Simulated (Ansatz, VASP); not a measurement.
# Two plane-wave programs on SnTe

```
Te Sn
1.0
     0.00000    3.15085    3.15085
     3.15085    0.00000    3.15085
     3.15085    3.15085    0.00000
Te Sn
1 1
Direct
  0.50000 0.50000 0.50000
  0.00000 0.00000 0.00000
```

Alike in both runs: task single point; functional PBE; k mesh 7 × 7 × 7; occupations gaussian, width 0.02 eV; no spin polarisation.

|  | VASP | Ansatz |
| --- | --- | --- |
| version | VASP 6.6.1 | Ansatz 0.2.0 |
| potentials or method | VASP PAW PBE potentials, release 64 (Te, Sn_d) | Ansatz PAW |
| plane-wave cutoff (eV) | 520 | 420 |
| valence electrons in the cell | 20 | 30 |

```csv
,VASP,Ansatz,Ansatz less VASP
gap on the k mesh at the Fermi level (eV),0.66,0.66,+0.001
least direct gap on the mesh (eV),0.66,0.66,+0.001
pressure (GPa),2.2,2.2,+0.04
```

The two sets of potentials don't hold the same shells in valence.

The runs have no spin-orbit coupling, so splittings on Te are missing.
